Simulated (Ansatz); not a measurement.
Base system: InN in the wurtzite structure (space group P6_3mc, No. 186).

```
InN
1.0
    3.58053     0.00000     0.00000
   -1.79026     3.10083     0.00000
    0.00000     0.00000     5.78779
In N
2 2
Direct
  0.66667   0.33333   0.50197
  0.33333   0.66667   0.00197
  0.66667   0.33333   0.12323
  0.33333   0.66667   0.62323
```

Cartesian axes are those of the cell as printed.

Level of theory: Ansatz (a first-principles code) PBE, no spin-orbit coupling.

Before the change:

| Quantity | Value |
|---|---|
| Volume per atom | 16.06 Å³ |
| Pressure | 0.0 GPa |

Modification: compressive biaxial strain of 2.84 % in the plane normal to [001], as in epitaxy on a mismatched substrate; the out-of-plane cell vector and the atoms relax.

Task: How does this affect the volume per atom and pressure?

Result: The volume per atom drops by 0.589 Å³ to 15.48 Å³; the pressure (mean of the normal stresses, compression positive) goes from zero to 4.9 GPa.

Whether these cells are dynamically stable was not tested. The final runs are not spin-polarised.
